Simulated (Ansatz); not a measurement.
# Ru: one candidate structure

Aim: relax Ru from this start, samarium (9R) type (R-3m, No. 166), and see where it ends.

Program: Ansatz 0.2.0. Level of theory: DFT PBE, scalar-relativistic, plane waves, PAW. These are calculated values, not measurements.

**1. The starting structure**

Symmetry: R-3m, No. 166, trigonal system. The conventional cell has a = 2.826 Å, b = 2.826 Å, c = 20.487 Å, α = 90.00°, β = 90.00°, γ = 120.00°. Ru (site symmetry -3m) has 12 Ru at 2.80 to 2.83 Å as nearest neighbours. Ru (site symmetry 3m) has 12 Ru at 2.80 to 2.83 Å as nearest neighbours.

As a file:

```
CELL_PARAMETERS angstrom
1.41304 0.81582 6.82913
-1.41304 0.81582 6.82913
0.00000 -1.63164 6.82913
ATOMIC_POSITIONS crystal
Ru 0.00000 0.00000 0.00000
Ru 0.22222 0.22222 0.22222
Ru 0.77778 0.77778 0.77778
```

(A quick probe on a coarse mesh, which set the mesh and smearing, is not shown.)

**3. Rough relaxation on the coarse mesh**

The input, input.yaml:

```yaml
crystal:
  lattice:
    - [1.413040014, 0.8158190324, 6.829133723]
    - [-1.413040014, 0.8158190324, 6.829133723]
    - [0.0, -1.631638065, 6.829133723]
  atoms:
    - { symbol: Ru, position: [0.0, 0.0, 0.0] }
    - { symbol: Ru, position: [0.22222, 0.22222, 0.22222] }
    - { symbol: Ru, position: [0.77778, 0.77778, 0.77778] }
basis:
  ecutwfc: 420
kpoints:
  mp_grid: { grid: [9, 9, 9] }
hamiltonian:
  xc: pbe
scf:
  occupations: { method: gaussian, width: 0.1 }
  lower_state_search: "off"
output:
  forces: true
  stress: true
  eigenvalues: true
relax:
  adjacent_minimum: "off"
  f_tol: 0.04
  max_steps: 70
  cell: { stress_tol: 0.4 }
```

Further runs follow: full relaxation.

Before running it: what results should come out?

The runs gave:

```
           quantity                                                                        value
cell (conventional)  a = 2.716 Å, b = 2.716 Å, c = 19.440 Å, α = 90.00°, β = 90.00°, γ = 120.00°
        space group                                                               R-3m (No. 166)
             volume                                                                13.80 Å³/atom
    gap on the mesh                                                                 none (metal)
```

In words: The space group stayed R-3m, and from the first guess the volume went from 15.75 to 13.80 Å³/atom.
